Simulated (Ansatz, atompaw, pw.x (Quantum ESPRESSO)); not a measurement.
zirconium: does the PAW (atompaw) potential hold in the solid?

```json
{
  "Element": "Zr",
  "Generator": "atompaw 4.2.0.5",
  "Type": "PAW",
  "Functional": "PBE",
  "Relativity": "scalar-relativistic",
  "Frozen core": "[Ar] 3d10",
  "Valence charge": "12",
  "Reference configuration": "4s2 4p6 4d2 5s2 5p0",
  "Partial waves": "4s (bound): rc 1.50 bohr; 5s (bound): rc 2.65 bohr; 4p (bound): rc 1.60 bohr; 5p (bound, empty): rc 2.65 bohr; 4d (bound): rc 2.65 bohr; 4d channel at 2.1 Ry: rc 2.65 bohr",
  "Local potential": "bessel scheme, radius 2.50 bohr",
  "Core correction": "smooth core density matched at 2.35 bohr",
  "Augmentation charge": "gaussian compensation charge, radius 2.65 bohr; PAW radius 2.65 bohr; waves and projectors: custom rrkj vanderbiltortho"
}
```

Atomic tests: cutoffs needed: 30 Ry and 55 Ry (the cutoffs (Ry, on a coarse ladder) from which the occupation-weighted sum of valence levels, in a spherical-Bessel basis at the reference potential, stays within 10 and 1 mRy of its value at 400 Ry); ghost test: no extra level below or beside the all-electron valence levels (s, p, d, f tested) (spherical-Bessel basis up to 400 Ry, 20 bohr box); lowest eigenvalue of the overlap operator: 0.44 (s channel).

Crystal test: fcc Zr in pw.x 7.5, no spin, 13³ k-points, Fermi–Dirac smearing 0.01 Ry, cutoffs 70/700 Ry. The lattice is a test structure that the element need not adopt, and mesh and smearing are coarse.

pw.x input:

```
&control
  calculation='scf', prefix='x', pseudo_dir='./', outdir='./tmp', tstress=.true., disk_io='none'
/
&system
  ibrav=0, nat=1, ntyp=1, ecutwfc=70, ecutrho=700, nbnd=14,
  occupations='smearing', smearing='fd', degauss=0.01
/
&electrons
  conv_thr=1e-09, mixing_beta=0.4, electron_maxstep=70
/
ATOMIC_SPECIES
Zr 1.0 Zr.UPF
CELL_PARAMETERS angstrom
  0.00000000 2.26464521 2.26464521
  2.26464521 0.00000000 2.26464521
  2.26464521 2.26464521 0.00000000
ATOMIC_POSITIONS crystal
Zr 0.0000 0.0000 0.0000
K_POINTS automatic
13 13 13 0 0 0
```

```bash
pw.x < Zr.scf.in > Zr.scf.out
```

**Question.** How does the run end?

**Answer.** It converges; the pressure is 2.14 GPa against 0.31 GPa from all-electron LAPW. This is a poor potential for the solid. The log shows:

```
     lattice parameter (alat)  =       6.0522  a.u.
     unit-cell volume          =     156.7571 (a.u.)^3
     number of electrons       =        12.00
     number of Kohn-Sham states=           14
     kinetic-energy cutoff     =      70.0000  Ry
     charge density cutoff     =     700.0000  Ry
     scf convergence threshold =      1.0E-09
     Exchange-correlation= SLA PW PBX PBC
     number of k points=    84  Fermi-Dirac smearing, width (Ry)=  0.0100
     iteration #  1     ecut=    70.00 Ry     beta= 0.40
     total energy              =    -307.20552577 Ry
     estimated scf accuracy    <       0.01713996 Ry
     iteration #  2     ecut=    70.00 Ry     beta= 0.40
     total energy              =    -307.20589272 Ry
     estimated scf accuracy    <       0.00210201 Ry
     iteration #  3     ecut=    70.00 Ry     beta= 0.40
     total energy              =    -307.20609615 Ry
     estimated scf accuracy    <       0.00017932 Ry
     iteration #  4     ecut=    70.00 Ry     beta= 0.40
     total energy              =    -307.20610557 Ry
     estimated scf accuracy    <       0.00000375 Ry
     iteration #  5     ecut=    70.00 Ry     beta= 0.40
     total energy              =    -307.20610731 Ry
     estimated scf accuracy    <       0.00000267 Ry
     iteration #  6     ecut=    70.00 Ry     beta= 0.40
     total energy              =    -307.20610787 Ry
     estimated scf accuracy    <       0.00000001 Ry
     iteration #  7     ecut=    70.00 Ry     beta= 0.40
     total energy              =    -307.20610788 Ry
     estimated scf accuracy    <          2.4E-09 Ry
     iteration #  8     ecut=    70.00 Ry     beta= 0.40
     the Fermi energy is    13.5938 ev
!    total energy              =    -307.20610791 Ry
     estimated scf accuracy    <          4.3E-10 Ry
     smearing contrib. (-TS)   =      -0.00678077 Ry
     convergence has been achieved in   8 iterations
          total   stress  (Ry/bohr**3)                   (kbar)     P=       21.44
     Message from routine punch:
     Nothing written, as per user request (disk_io='none')
```
